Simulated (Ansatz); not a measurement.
YN, DFT, LDA, all-electron PAW with datasets made for the crystal, scalar-relativistic (Ansatz 0.2.0), run on 1 thread of Arm Neoverse V1 on a shared host.

The geometry is COD entry 9008768, unchecked; take it as a test cell. The listed cell was then made from it by scaling, straining or moving an atom.

Command: `ansatz run input.yaml --threads 1 --pin off --max-ram 3072MiB --backend cpu --events-out ev --progress --plain --runs-dir out`

```yaml
crystal:
  lattice:
    - [0.0, 2.462885, 2.4385]
    - [2.462885, 0.0, 2.4385]
    - [2.462885, 2.462885, 0.0]
  atoms:
    - { symbol: "Y", position: [0.0, 0.0, 0.0] }
    - { symbol: "N", position: [0.5, 0.5, 0.5] }
kpoints:
  mp_grid: { grid: [11, 11, 11] }
scf:
  occupations: { method: fermi_dirac, width: 0.03 }
hamiltonian:
  xc: lda
  pseudopotentials: { kind: all_electron, datasets: crystal }
output:
  forces: true
  stress: true
  eigenvalues: true
  efg: { contact_densities: true }
```

Q: How large is the problem that the program sets up?

A: 126 irreducible k-points, 283 plane waves at Γ, 12 bands.

Q: About how long does it take, and how much memory does it use?

A: 9.8 s of wall time for 9 SCF iterations, with a peak of 0.43 GiB. Times on shared machines scatter by tens of per cent.

Q: And the same cell and mesh by frozen-core PAW, asked for forces, stress, eigenvalues, efg, write_density, write_potential, elf, on the same hardware?

A: 4.1 s, peak memory 0.36 GiB.
